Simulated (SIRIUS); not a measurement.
CdF2 under changes of volume

One of the cells (13.035 Å³/atom); the others are scaled copies at fixed shape and fractional positions:

```
CELL_PARAMETERS angstrom
0.00000 2.69400 2.69400
2.69400 0.00000 2.69400
2.69400 2.69400 0.00000
ATOMIC_POSITIONS crystal
Cd 0.00000 0.00000 0.00000
F 0.75000 0.75000 0.75000
F 0.25000 0.25000 0.25000
```

* Program: SIRIUS 7.12.0
* Functional: PBEsol
* Potentials or basis: PseudoDojo 0.4.1 PBEsol standard (scalar relativistic)
* Cutoff: 1388 eV
* Density cutoff: 5552 eV
* k mesh: 9 × 9 × 9
* Occupations: fermi-dirac, width 0.05 eV
* Spin: no spin polarisation

```tsv
volume (Å³/atom)	energy over the lowest point (meV/atom)	pressure (GPa)	gap on the mesh (eV)
12.253	16.11	7.3	3.20
12.513	6.49	4.4	3.13
12.774	?	?	?
13.035	0.00	-0.4	2.98
13.295	2.20	-2.4	2.91
13.556	7.50	-4.2	2.85
13.817	15.55	-5.8	2.78
```

Q: What does the run at 12.774 Å³/atom give?

A: Energy over the lowest point 1.29 meV/atom; pressure 1.9 GPa; gap on the mesh 3.05 eV.

Worked out: A Birch-Murnaghan fit of order 3 (a polynomial in V^(-2/3)) to the other rows has its minimum at 13.00 Å³/atom with B0 = V·E''(V) = 109 GPa and B' = 5.0. It gives 1.27 meV/atom at 12.774 Å³/atom, against the run's 1.29, and -dE/dV = 1.9 GPa, against 1.9. A straight line through the other rows of the gap, of slope -3.51 eV per unit of ln V, gives 3.05 eV, against the run's 3.05.

Energies are extrapolated to zero smearing.

Caveats: an odd mesh through Γ misses points on the zone boundary, where band edges often lie. Spin-orbit coupling on Cd is left out.
